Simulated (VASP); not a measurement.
# ZnS (P6_3mc) in VASP: further runs, part 2 of 2

VASP 6.6.1. Earlier steps stand in the parts before.

### Step 4. Single point, PBEsol

This run uses another cell than the first one, of the same volume but with other edges.

INCAR reads:

```
SYSTEM = ZnS
  ALGO = Normal
  EDIFF = 1E-6
  ENCUT = 520
  GGA = PS
  ISIF = 2
  ISMEAR = 0
  LASPH = .True.
  LCHARG = .True.
  LELF = .True.
  LREAL = .False.
  LVHAR = .True.
  LWAVE = .False.
  NBANDS = 66
  NELM = 80
  PREC = Accurate
  SIGMA = 0.05
```

KPOINTS reads:

```
k-points
0
Gamma
  9 9 2
  0 0 0
```

POSCAR reads:

```
ZnS
1.0
    3.7202335699      0.0000000000      0.0000000000
   -1.8601167849      3.2218167795      0.0000000000
    0.0000000000      0.0000000000     19.2295152993
Zn S
6 6
Direct
    0.0000000000      0.0000000000      0.0000277175
    0.0000000000      0.0000000000      0.5000277175
    0.3333333333      0.6666666667      0.1767974572
    0.6666666667      0.3333333333      0.6767974572
    0.6666666667      0.3333333333      0.3332753580
    0.3333333333      0.6666666667      0.8332753580
    0.0000000000      0.0000000000      0.1251125986
    0.0000000000      0.0000000000      0.6251125986
    0.3333333333      0.6666666667      0.2916367831
    0.6666666667      0.3333333333      0.7916367831
    0.6666666667      0.3333333333      0.4581259436
    0.3333333333      0.6666666667      0.9581259436
```

Potentials or basis: VASP PAW PBE potentials, release 64 (Zn, S).

The run is started by

```sh
$ cat potpaw_PBE.64/Zn/POTCAR potpaw_PBE.64/S/POTCAR > POTCAR
$ mpirun -np 1 vasp_std > vasp.out
```

OUTCAR:

```text
SYSTEM = ZnS
   EDIFF = 1E-6
   ENCUT = 520
   GGA = PS
   ISIF = 2
   ISMEAR = 0
   LASPH = .True.
   LREAL = .False.
   NELM = 80
   PREC = Accurate

 ion  position               nearest neighbor table
   1  0.000  0.000  0.000-  12 2.29  12 2.29  12 2.29   7 2.41
   2  0.000  0.000  0.500-  11 2.29  11 2.29  11 2.29   8 2.41
   3  0.333  0.667  0.177-   9 2.21   7 2.37   7 2.37   7 2.37
   4  0.667  0.333  0.677-  10 2.21   8 2.37   8 2.37   8 2.37
   5  0.667  0.333  0.333-   9 2.29   9 2.29   9 2.29  11 2.40
   6  0.333  0.667  0.833-  10 2.29  10 2.29  10 2.29  12 2.40
   7  0.000  0.000  0.125-   3 2.37   3 2.37   3 2.37   1 2.41
[... 1887 lines left out ...]
  energy-cutoff  :      520.00
  volume of cell :      230.48
      direct lattice vectors                 reciprocal lattice vectors
     3.720233570  0.000000000  0.000000000     0.268800327  0.155191941  0.000000000
    -1.860116785  3.221816780  0.000000000     0.000000000  0.310383882  0.000000000
     0.000000000  0.000000000 19.229515299     0.000000000  0.000000000  0.052003391

 POSITION                                       TOTAL-FORCE (eV/Angst)
 -----------------------------------------------------------------------------------
      0.00000      0.00000      0.00053         0.000000      0.000000      0.514090
      0.00000      0.00000      9.61529         0.000000     -0.000000      0.514090
     -0.00000      2.14788      3.39973         0.000000     -0.000000     -1.531938
      1.86012      1.07394     13.01449        -0.000000      0.000000     -1.531938
      1.86012      1.07394      6.40872        -0.000000      0.000000      0.545064
     -0.00000      2.14788     16.02348        -0.000000      0.000000      0.545064
      0.00000      0.00000      2.40585         0.000000      0.000000      0.278876
      0.00000      0.00000     12.02061         0.000000     -0.000000      0.278876
     -0.00000      2.14788      5.60803         0.000000     -0.000000      0.659711
      1.86012      1.07394     15.22279         0.000000      0.000000      0.659711
      1.86012      1.07394      8.80954         0.000000     -0.000000     -0.465803
     -0.00000      2.14788     18.42430         0.000000      0.000000     -0.465803
 -----------------------------------------------------------------------------------
    total drift:                               -0.000002     -0.000003      0.002609

  FREE ENERGIE OF THE ION-ELECTRON SYSTEM (eV)
  ---------------------------------------------------
  free  energy   TOTEN  =       -45.1391751493 eV

  energy  without entropy=      -45.1391751493  energy(sigma->0) =      -45.13917515
```

OSZICAR:

```text
N       E                     dE             d eps       ncg     rms          rms(c)
DAV:   1     0.963703320404E+03    0.96370E+03   -0.48898E+04  3168   0.199E+03
DAV:   2     0.106525612237E+03   -0.85718E+03   -0.82376E+03  3168   0.479E+02
DAV:   3    -0.383216170768E+02   -0.14485E+03   -0.14099E+03  3480   0.174E+02
DAV:   4    -0.475236584852E+02   -0.92020E+01   -0.91496E+01  3732   0.440E+01
DAV:   5    -0.477007852516E+02   -0.17713E+00   -0.17687E+00  3728   0.628E+00    0.175E+01
DAV:   6    -0.450781476702E+02    0.26226E+01   -0.60874E+00  4480   0.486E+01    0.133E+01
DAV:   7    -0.453047145553E+02   -0.22657E+00   -0.82547E+00  3696   0.983E+00    0.460E+00
DAV:   8    -0.451575825738E+02    0.14713E+00   -0.54742E-01  4086   0.843E+00    0.149E+00
DAV:   9    -0.451384407424E+02    0.19142E-01   -0.20337E-01  4136   0.432E+00    0.500E-01
DAV:  10    -0.451387977893E+02   -0.35705E-03   -0.16323E-02  3886   0.184E+00    0.358E-01
DAV:  11    -0.451389988637E+02   -0.20107E-03   -0.23903E-03  3792   0.351E-01    0.255E-01
DAV:  12    -0.451391526985E+02   -0.15383E-03   -0.44020E-04  3948   0.320E-01    0.501E-02
DAV:  13    -0.451391711730E+02   -0.18474E-04   -0.42498E-04  3888   0.197E-01    0.277E-02
DAV:  14    -0.451391725243E+02   -0.13514E-05   -0.31369E-05  4636   0.837E-02    0.187E-02
DAV:  15    -0.451391738296E+02   -0.13053E-05   -0.14238E-05  4630   0.336E-02    0.124E-02
DAV:  16    -0.451391751552E+02   -0.13256E-05   -0.68199E-06  3474   0.271E-02    0.717E-03
DAV:  17    -0.451391751493E+02    0.59263E-08   -0.50655E-06  3262   0.248E-02
   1 F= -.45139175E+02 E0= -.45139175E+02  d E =-.233901E-11
```

stdout:

```text
POSCAR found type information on POSCAR ZnS
 POSCAR found :  2 types and      12 ions
 scaLAPACK will be used
 -----------------------------------------------------------------------------
|                                                                             |
|                                                                             |
|     You enforced a specific xc type in the INCAR file but a different       |
|     I HOPE YOU KNOW WHAT YOU ARE DOING!                                     |
|                                                                             |
 -----------------------------------------------------------------------------

 LDA part: xc-table for (Slater+PW92), standard interpolation
 POSCAR, INCAR and KPOINTS ok, starting setup
 FFT: planning ... GRIDC
 FFT: planning ... GRID_SOFT
 FFT: planning ... GRID
 WAVECAR not read
 entering main loop
```

It took 12 min on 1 thread of Oxide Virtual Turin-like, shared host; peak memory 0.44 GiB.

Results:

```
Free energy            : -45.1392 eV
Pressure               : 0.4 GPa
Largest force          : 1.532 eV/Å
Band gap on the k mesh : 1.74 eV
```

Forces on the atoms (eV/Å):
```
Zn   0.000  0.000  0.514
Zn   0.000  0.000  0.514
Zn   0.000  0.000 -1.532
Zn   0.000  0.000 -1.532
Zn   0.000  0.000  0.545
Zn   0.000  0.000  0.545
S    0.000  0.000  0.279
S    0.000  0.000  0.279
S    0.000  0.000  0.660
S    0.000  0.000  0.660
S    0.000  0.000 -0.466
S    0.000  0.000 -0.466
```

Stress tensor (GPa, compression positive):
```
 1.93  0.00  0.00
 0.00  1.93  0.00
 0.00  0.00 -2.55
```

Caveat: the PAW data sets were made with another functional, which shifts forces and pressure a little.

### Step 5. Single point, PBEsol

INCAR reads:

```
PREC     = Accurate       # precision mode
ENCUT    = 520            # plane-wave cutoff, eV
EDIFF    = 1E-6           # SCF threshold, eV
ISMEAR   = 0              # smearing method
SIGMA    = 0.05           # smearing width, eV
LREAL    = F              # projectors in reciprocal space
LASPH    = T              # aspherical terms in the spheres
NELM     = 100            # most SCF steps
ALGO     = Normal         # electronic algorithm
ISIF     = 2              # what is computed and relaxed
LWAVE    = F              # write WAVECAR
LCHARG   = F              # write CHGCAR
GGA      = PS             # functional
NBANDS   = 66             # bands
```

KPOINTS reads:

```
regular mesh
0
Gamma
  9 9 2
```

POSCAR reads:

```
ZnS
1.0
    3.8194929995      0.0000000000      0.0000000000
   -1.9097464997      3.3077779671      0.0000000000
    0.0000000000      0.0000000000     18.2430444134
Zn S
6 6
Direct
    0.0000000000      0.0000000000      0.0000277175
    0.0000000000      0.0000000000      0.5000277175
    0.3333333333      0.6666666667      0.1817880780
    0.6666666667      0.3333333333      0.6817880780
    0.6666666667      0.3333333333      0.3332753580
    0.3333333333      0.6666666667      0.8332753580
    0.0000000000      0.0000000000      0.1251125986
    0.0000000000      0.0000000000      0.6251125986
    0.3333333333      0.6666666667      0.2916367831
    0.6666666667      0.3333333333      0.7916367831
    0.6666666667      0.3333333333      0.4581259436
    0.3333333333      0.6666666667      0.9581259436
```

The run is started by

```sh
$ cat potpaw_PBE.64/Zn/POTCAR potpaw_PBE.64/S/POTCAR > POTCAR
$ mpirun -np 1 vasp_std > vasp.out
```

Run time: 11 min. Hardware: 1 thread of Oxide Virtual Turin-like, shared host; peak memory 0.43 GiB.

It converged, with:

```yaml
Free_energy: -44.3348 eV
Pressure: 2.2 GPa
Largest_force: 4.651 eV/Å
Band_gap_on_the_k_mesh: 1.81 eV
```

Forces on the atoms (eV/Å):
```
Zn   0.000  0.000  0.083
Zn   0.000  0.000  0.083
Zn   0.000  0.000 -4.651
Zn   0.000  0.000 -4.651
Zn   0.000  0.000  0.130
Zn   0.000  0.000  0.130
S    0.000  0.000  0.916
S    0.000  0.000  0.916
S    0.000  0.000  3.509
S    0.000  0.000  3.509
S    0.000  0.000  0.013
S    0.000  0.000  0.013
```

Stress tensor (GPa, compression positive):
```
-2.06  0.00  0.00
 0.00 -2.06  0.00
 0.00  0.00 10.59
```

Levels at points of the mesh, in eV from the valence-band top:
```
           k point  band 52  band 53  band 54  band 55  band 56  band 57
(0.00, 0.00, 0.00)    -0.12     0.00     0.00     1.81     2.52     2.85
(0.00, 0.00, 0.50)    -0.05    -0.05    -0.05     2.21     2.21     2.85
```

Caveat: the stress differs along the axes, from -2 to 11 GPa; the PAW data sets were made with another functional, which shifts forces and pressure a little. A k mesh can miss the band edges.

### Step 6. Single point, PBEsol

INCAR reads:

```
SYSTEM = ZnS
PREC = Accurate
ENCUT = 520
EDIFF = 1E-6
ISMEAR = 0
SIGMA = 0.05
LREAL = .FALSE.
LASPH = .TRUE.
NELM = 100
ALGO = Normal
ISIF = 2
LWAVE = .FALSE.
LCHARG = .FALSE.
GGA = PS
NBANDS = 66
```

KPOINTS reads:

```
regular mesh
0
G
  9 9 2
  0 0 0
```

POSCAR reads:

```
ZnS
1.0
    3.7521540119      0.0000000000      0.0000000000
   -1.8760770060      3.2494606933      0.0000000000
    0.0000000000      0.0000000000     18.9037271276
Zn S
6 6
Direct
    0.0000000000      0.0000000000      0.0000277175
    0.0000000000      0.0000000000      0.5000277175
    0.3333333333      0.6666666667      0.1618309784
    0.6666666667      0.3333333333      0.6618309784
    0.6666666667      0.3333333333      0.3332753580
    0.3333333333      0.6666666667      0.8332753580
    0.0000000000      0.0000000000      0.1251125986
    0.0000000000      0.0000000000      0.6251125986
    0.3333333333      0.6666666667      0.2916367831
    0.6666666667      0.3333333333      0.7916367831
    0.6666666667      0.3333333333      0.4581259436
    0.3333333333      0.6666666667      0.9581259436
```

Potentials or basis: VASP PAW PBE potentials, release 64 (Zn, S).

The run is started by

```sh
$ cat potpaw_PBE.64/Zn/POTCAR potpaw_PBE.64/S/POTCAR > POTCAR
$ mpirun -np 1 vasp_std > vasp.out
```

It took 12 min on 1 thread of Oxide Virtual Turin-like, shared host; peak memory 0.43 GiB.

The run converged. Its results:

* Free energy: -45.3819 eV
* Pressure: 0.5 GPa
* Largest force: 0.787 eV/Å
* Band gap on the k mesh: 2.05 eV

Forces in eV/Å, atoms in the order of the input:
```
Zn   0.000  0.000  0.054
Zn   0.000  0.000  0.054
Zn   0.000  0.000  0.787
Zn   0.000  0.000  0.787
Zn   0.000  0.000  0.060
Zn   0.000  0.000  0.060
S    0.000  0.000 -0.391
S    0.000  0.000 -0.391
S    0.000  0.000 -0.430
S    0.000  0.000 -0.430
S    0.000  0.000 -0.080
S    0.000  0.000 -0.080
```

Stress tensor (GPa, compression positive):
```
 2.13  0.00  0.00
 0.00  2.13  0.00
 0.00  0.00 -2.65
```

Levels at points of the mesh, in eV from the valence-band top:
```csv
k point,band 51,band 52,band 53,band 54,band 55,band 56,band 57,band 58
"(0.00, 0.00, 0.00)",-0.14,-0.12,0.00,0.00,2.05,3.07,3.22,3.29
"(0.00, 0.00, 0.50)",-0.05,-0.05,-0.05,-0.05,2.56,2.56,3.19,3.19
```

Caveat: the PAW data sets were made with another functional, which shifts forces and pressure a little.

### Step 7. The runs side by side

```csv
cell,gap on the mesh (eV),pressure (GPa),largest force (eV/Å)
"a = 3.785, b = 3.785, c = 18.575 Å, angles 90.0, 90.0, 120.0°, 12 atoms, atomic positions A",2.12,0.3,-
"a = 3.855, b = 3.855, c = 17.908 Å, angles 90.0, 90.0, 120.0°, 12 atoms, atomic positions A",2.02,0.7,0.49
"a = 3.720, b = 3.720, c = 19.230 Å, angles 90.0, 90.0, 120.0°, 12 atoms, atomic positions B",1.74,0.4,1.53
"a = 3.819, b = 3.819, c = 18.243 Å, angles 90.0, 90.0, 120.0°, 12 atoms, atomic positions C",1.81,2.2,4.65
"a = 3.752, b = 3.752, c = 18.904 Å, angles 90.0, 90.0, 120.0°, 12 atoms, atomic positions D",2.05,0.5,0.79
```

Alike in all rows: task single point; level PBEsol; potentials or basis VASP PAW PBE potentials, release 64 (Zn, S); no spin polarisation; k mesh 9 × 9 × 2; cutoff (eV) 520; smearing gaussian 0.05 eV.

Caveats: the PAW data sets were made with another functional, which shifts forces and pressure a little; the stress differs along the axes, from -2 to 7 GPa (at least some runs); the stress differs along the axes, from -2 to 11 GPa (at least some runs).

Total energies depend on the potentials used, so only differences within one code and one set of settings carry meaning.

### Step 8. How close it comes

Step 2. Against the measured gap of ZnS, 3.911 eV (direct; 4 K; a printed reference work, monograph), the calculated 2.12 eV is off by -1.79 eV. The value is that of PBEsol on a finite k mesh, which can miss the band edges, without temperature or zero-point motion. Semilocal functionals fall short of measured gaps as a rule.
